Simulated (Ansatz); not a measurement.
# InSb: the cost of one run

Computed with Ansatz 0.2.0 (DFT PBE, scalar-relativistic, plane waves, PAW, unless a step's input says otherwise).

## Step 1: Starting point

The structure is tetragonal, space group I-4m2 (No. 119). The conventional cell has a = 5.889 Å, b = 5.889 Å, c = 3.273 Å, α = 90.00°, β = 90.00°, γ = 90.00°. In (site symmetry -4m2) is surrounded by 4 Sb at 3.06 Å and 2 In at 3.27 Å. Sb (site symmetry -4m2) has 4 In at 3.06 Å and 2 Sb at 3.27 Å in its first shell of neighbours.

Structure file:

```cif
data_structure
_symmetry_space_group_name_H-M 'P 1'
_symmetry_Int_Tables_number 1
_cell_length_a 11.7790
_cell_length_b 11.7790
_cell_length_c 13.0910
_cell_angle_alpha 90.000
_cell_angle_beta 90.000
_cell_angle_gamma 90.000
_cell_volume 1816.30
loop_
_atom_site_label
_atom_site_type_symbol
_atom_site_fract_x
_atom_site_fract_y
_atom_site_fract_z
_atom_site_occupancy
In1 In 0.25000 0.00000 0.06250 1
In2 In 0.75000 0.00000 0.06250 1
In3 In 0.00000 0.25000 0.18750 1
In4 In 0.25000 0.50000 0.06250 1
In5 In 0.25000 0.00000 0.31250 1
In6 In 0.50000 0.25000 0.18750 1
In7 In 0.75000 0.50000 0.06250 1
In8 In 0.75000 0.00000 0.31250 1
In9 In 0.00000 0.75000 0.18750 1
In10 In 0.00000 0.25000 0.43750 1
In11 In 0.25000 0.50000 0.31250 1
In12 In 0.50000 0.75000 0.18750 1
In13 In 0.25000 0.00000 0.56250 1
In14 In 0.50000 0.25000 0.43750 1
In15 In 0.75000 0.50000 0.31250 1
In16 In 0.75000 0.00000 0.56250 1
In17 In 0.00000 0.75000 0.43750 1
In18 In 0.00000 0.25000 0.68750 1
In19 In 0.25000 0.50000 0.56250 1
In20 In 0.50000 0.75000 0.43750 1
In21 In 0.25000 0.00000 0.81250 1
In22 In 0.50000 0.25000 0.68750 1
In23 In 0.75000 0.50000 0.56250 1
In24 In 0.75000 0.00000 0.81250 1
In25 In 0.00000 0.75000 0.68750 1
In26 In 0.00000 0.25000 0.93750 1
In27 In 0.25000 0.50000 0.81250 1
In28 In 0.50000 0.75000 0.68750 1
In29 In 0.50000 0.25000 0.93750 1
In30 In 0.75000 0.50000 0.81250 1
In31 In 0.00000 0.75000 0.93750 1
In32 In 0.50000 0.75000 0.93750 1
Sb1 Sb 0.00000 0.00000 0.00000 1
Sb2 Sb 0.50000 0.00000 0.00000 1
Sb3 Sb 0.00000 0.50000 0.00000 1
Sb4 Sb 0.00000 0.00000 0.25000 1
Sb5 Sb 0.25000 0.25000 0.12500 1
Sb6 Sb 0.50000 0.50000 0.00000 1
Sb7 Sb 0.50000 0.00000 0.25000 1
Sb8 Sb 0.75000 0.25000 0.12500 1
Sb9 Sb 0.00000 0.50000 0.25000 1
Sb10 Sb 0.25000 0.75000 0.12500 1
Sb11 Sb 0.00000 0.00000 0.50000 1
Sb12 Sb 0.25000 0.25000 0.37500 1
Sb13 Sb 0.50000 0.50000 0.25000 1
Sb14 Sb 0.75000 0.75000 0.12500 1
Sb15 Sb 0.50000 0.00000 0.50000 1
Sb16 Sb 0.75000 0.25000 0.37500 1
Sb17 Sb 0.00000 0.50000 0.50000 1
Sb18 Sb 0.25000 0.75000 0.37500 1
Sb19 Sb 0.00000 0.00000 0.75000 1
Sb20 Sb 0.25000 0.25000 0.62500 1
Sb21 Sb 0.50000 0.50000 0.50000 1
Sb22 Sb 0.75000 0.75000 0.37500 1
Sb23 Sb 0.50000 0.00000 0.75000 1
Sb24 Sb 0.75000 0.25000 0.62500 1
Sb25 Sb 0.00000 0.50000 0.75000 1
Sb26 Sb 0.25000 0.75000 0.62500 1
Sb27 Sb 0.25000 0.25000 0.87500 1
Sb28 Sb 0.50000 0.50000 0.75000 1
Sb29 Sb 0.75000 0.75000 0.62500 1
Sb30 Sb 0.75000 0.25000 0.87500 1
Sb31 Sb 0.25000 0.75000 0.87500 1
Sb32 Sb 0.75000 0.75000 0.87500 1
```

The runs take a perfect supercell of 64 atoms; the defect goes to fractional position (0.583, 0.167, 0.333).

## Step 2: The perfect supercell

The input, input.yaml:

```yaml
crystal:
  lattice:
    - [11.77896, 0.0, 0.0]
    - [0.0, 11.77896, 0.0]
    - [0.0, 0.0, 13.091016]
  atoms:
    - { symbol: In, position: [0.25, 0.0, 0.0625] }
    - { symbol: In, position: [0.75, 0.0, 0.0625] }
    - { symbol: In, position: [0.0, 0.25, 0.1875] }
    - { symbol: In, position: [0.25, 0.5, 0.0625] }
    - { symbol: In, position: [0.25, 0.0, 0.3125] }
    - { symbol: In, position: [0.5, 0.25, 0.1875] }
    - { symbol: In, position: [0.75, 0.5, 0.0625] }
    - { symbol: In, position: [0.75, 0.0, 0.3125] }
    - { symbol: In, position: [0.0, 0.75, 0.1875] }
    - { symbol: In, position: [0.0, 0.25, 0.4375] }
    - { symbol: In, position: [0.25, 0.5, 0.3125] }
    - { symbol: In, position: [0.5, 0.75, 0.1875] }
    - { symbol: In, position: [0.25, 0.0, 0.5625] }
    - { symbol: In, position: [0.5, 0.25, 0.4375] }
    - { symbol: In, position: [0.75, 0.5, 0.3125] }
    - { symbol: In, position: [0.75, 0.0, 0.5625] }
    - { symbol: In, position: [0.0, 0.75, 0.4375] }
    - { symbol: In, position: [0.0, 0.25, 0.6875] }
    - { symbol: In, position: [0.25, 0.5, 0.5625] }
    - { symbol: In, position: [0.5, 0.75, 0.4375] }
    - { symbol: In, position: [0.25, 0.0, 0.8125] }
    - { symbol: In, position: [0.5, 0.25, 0.6875] }
    - { symbol: In, position: [0.75, 0.5, 0.5625] }
    - { symbol: In, position: [0.75, 0.0, 0.8125] }
    - { symbol: In, position: [0.0, 0.75, 0.6875] }
    - { symbol: In, position: [0.0, 0.25, 0.9375] }
    - { symbol: In, position: [0.25, 0.5, 0.8125] }
    - { symbol: In, position: [0.5, 0.75, 0.6875] }
    - { symbol: In, position: [0.5, 0.25, 0.9375] }
    - { symbol: In, position: [0.75, 0.5, 0.8125] }
    - { symbol: In, position: [0.0, 0.75, 0.9375] }
    - { symbol: In, position: [0.5, 0.75, 0.9375] }
    - { symbol: Sb, position: [0.0, 0.0, 0.0] }
    - { symbol: Sb, position: [0.5, 0.0, 0.0] }
    - { symbol: Sb, position: [0.0, 0.5, 0.0] }
    - { symbol: Sb, position: [0.0, 0.0, 0.25] }
    - { symbol: Sb, position: [0.25, 0.25, 0.125] }
    - { symbol: Sb, position: [0.5, 0.5, 0.0] }
    - { symbol: Sb, position: [0.5, 0.0, 0.25] }
    - { symbol: Sb, position: [0.75, 0.25, 0.125] }
    - { symbol: Sb, position: [0.0, 0.5, 0.25] }
    - { symbol: Sb, position: [0.25, 0.75, 0.125] }
    - { symbol: Sb, position: [0.0, 0.0, 0.5] }
    - { symbol: Sb, position: [0.25, 0.25, 0.375] }
    - { symbol: Sb, position: [0.5, 0.5, 0.25] }
    - { symbol: Sb, position: [0.75, 0.75, 0.125] }
    - { symbol: Sb, position: [0.5, 0.0, 0.5] }
    - { symbol: Sb, position: [0.75, 0.25, 0.375] }
    - { symbol: Sb, position: [0.0, 0.5, 0.5] }
    - { symbol: Sb, position: [0.25, 0.75, 0.375] }
    - { symbol: Sb, position: [0.0, 0.0, 0.75] }
    - { symbol: Sb, position: [0.25, 0.25, 0.625] }
    - { symbol: Sb, position: [0.5, 0.5, 0.5] }
    - { symbol: Sb, position: [0.75, 0.75, 0.375] }
    - { symbol: Sb, position: [0.5, 0.0, 0.75] }
    - { symbol: Sb, position: [0.75, 0.25, 0.625] }
    - { symbol: Sb, position: [0.0, 0.5, 0.75] }
    - { symbol: Sb, position: [0.25, 0.75, 0.625] }
    - { symbol: Sb, position: [0.25, 0.25, 0.875] }
    - { symbol: Sb, position: [0.5, 0.5, 0.75] }
    - { symbol: Sb, position: [0.75, 0.75, 0.625] }
    - { symbol: Sb, position: [0.75, 0.25, 0.875] }
    - { symbol: Sb, position: [0.25, 0.75, 0.875] }
    - { symbol: Sb, position: [0.75, 0.75, 0.875] }
basis:
  ecutwfc: 420
  fft_grid_basis: typed
kpoints:
  mp_grid: { grid: [1, 1, 1] }
hamiltonian:
  xc: pbe
  pseudopotentials: { kind: paw }
scf:
  occupations: { method: gaussian, width: 0.05 }
output:
  forces: true
  stress: false
  eigenvalues: true
  bader: false
  write_density: true
  volumetric_format: npy
```

The run is started by

```
> ansatz run input.yaml --threads 8 --pin off --max-ram 16384MiB --backend cpu --events-out ev --progress --plain --runs-dir out
```

What time and memory should one allow on 8 threads of Arm Neoverse V1, shared host?

About 17 s, with a peak of 2.7 GiB.
